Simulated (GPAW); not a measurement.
The system is ZnS (Wurtzite-2H).

```
Zn S
1.0
     3.81100    0.00000    0.00000
    -1.90550    3.30042    0.00000
     0.00000    0.00000    6.23400
Zn S
2 2
Direct
  0.66667 0.33333 0.50000
  0.33333 0.66667 0.00000
  0.66667 0.33333 0.88500
  0.33333 0.66667 0.38500
```

| Quantity | Value |
| --- | --- |
| Program | GPAW 26.7.0 |
| Task | relaxation of cell and atoms |
| Functional | PBEsol |
| Dispersion | D3(BJ) |
| Potentials or basis | PAW data sets generated in the run's folder for this functional |
| Cutoff | 600 eV |
| Basis | pw |
| k mesh | 6 × 6 × 3 |
| Occupations | fermi-dirac, width 0.05 eV |
| Spin | no spin polarisation |

At the start: pressure -3.4 GPa; volume 19.60 Å³/atom.

Q: How do energy, volume and symmetry change on relaxing?

A: Over 11 steps the energy falls by 15.4 meV/atom and the volume is 18.70 Å³/atom (-4.6 %); space group P6_3mc (No. 186, to 0.05 Å).

The path:
| step | energy change (eV) | largest force (eV/Å) | pressure (GPa) | volume (Å³) |
| --- | --- | --- | --- | --- |
| 1 | 0.0000 | 0.3112 | -3.41 | 78.41 |
| 2 | -0.0127 | 0.2738 | -3.14 | 78.06 |
| 3 | -0.0528 | 0.2205 | -0.13 | 74.97 |
| 4 | -0.0579 | 0.0452 | -0.88 | 75.62 |
| 5 | -0.0588 | 0.0453 | -0.69 | 75.45 |
| 6 | -0.0609 | 0.0004 | 0.09 | 74.73 |
| 7 | -0.0610 | 0.0109 | 0.08 | 74.74 |
| 8 | -0.0610 | 0.0222 | 0.05 | 74.76 |
| 9 | -0.0612 | 0.0280 | 0.03 | 74.79 |
| 10 | -0.0614 | 0.0257 | -0.01 | 74.82 |
| 11 | -0.0615 | 0.0126 | -0.02 | 74.82 |

Final structure:
```yaml
crystal:
  lattice:
    - [3.74670, 0.00000, 0.00000]
    - [-1.87335, 3.24474, 0.00000]
    - [0.00000, 0.00000, 6.15424]
  atoms:
    - { symbol: Zn, position: [0.66667, 0.33333, 0.50542] }
    - { symbol: Zn, position: [0.33333, 0.66667, 0.00542] }
    - { symbol: S, position: [0.66667, 0.33333, 0.87959] }
    - { symbol: S, position: [0.33333, 0.66667, 0.37958] }
```

Caveat: later steps reuse the first step's grids.
